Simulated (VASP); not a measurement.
C: relaxation of cell and atoms with r2SCAN-EpsX

The system is C.

```
C
1.0
     0.00000    1.78337    1.78337
     1.78337    0.00000    1.78337
     1.78337    1.78337    0.00000
C
2
Cartesian
  2.6751 2.6751 2.6751
  1.7834 1.7834 1.7834
```

This isn't the form of C at room conditions, which is graphite.

```yaml
Program: VASP 6.6.1
Task: relaxation of cell and atoms
Functional: r2SCAN-EpsX
Potentials_or_basis: VASP PAW PBE potentials, release 64 (C)
Cutoff: 600 eV
k_mesh: 7 × 7 × 7
Occupations: fermi-dirac, width 0.05 eV
Spin: no spin polarisation
Grid_for_exact_exchange_PRECFOCK: Normal
Exchange_at_q_=_0: default
Share_of_exact_exchange: 0.171
Further_INCAR_settings: ALGO = Normal; EDIFF = 1e-06; IBRION = 2; EDIFFG = -0.02; NSW = 60; ISIF = 3
```

The relaxed volume is 5.58 Å³/atom. The relaxed cell is a = 2.508 Å, b = 2.508 Å, c = 2.508 Å, α = 60.00°, β = 60.00°, γ = 60.00° and the space group after relaxing (to 0.05 Å) is Fd-3m (No. 227). The energy gained by relaxing is 2.3 meV/atom, the ionic steps are 3 and the pressure after relaxing is 0.0 GPa. The band gap on the k mesh is 5.74 eV, indirect (least direct gap 7.24 eV).

Step by step:
```tsv
step	energy change (eV)	largest force (eV/Å)	pressure (GPa)	volume (Å³)
1	0.0000	0.0000	-7.70	11.34
2	0.0041	0.0000	11.18	10.90
3	-0.0046	0.0000	-0.03	11.16
```

Final structure:
```
C
1.0
     0.00000    1.77347    1.77347
     1.77347    0.00000    1.77347
     1.77347    1.77347    0.00000
C
2
Cartesian
  2.6602 2.6602 2.6602
  1.7735 1.7735 1.7735
```

Levels at points of the mesh, in eV from the valence-band top:
| k point | band 1 | band 2 | band 3 | band 4 | band 5 | band 6 | band 7 | band 8 |
| --- | --- | --- | --- | --- | --- | --- | --- | --- |
| (0.00, 0.00, 0.00) | -24.08 | 0.00 | 0.00 | 0.00 | 7.24 | 7.24 | 7.24 | 15.91 |

Wall time 12 min on 1 thread of Intel(R) Xeon(R) Platinum 8488C (Sapphire Rapids) (shared host), peak memory 0.16 GiB.

Caveat: the k mesh is coarse (spacing up to 0.44 Å⁻¹), so the values aren't converged, least of all with exact exchange; the PAW data sets were made with another functional, which shifts forces and pressure a little; an odd mesh through Γ misses points on the zone boundary, where band edges often lie.
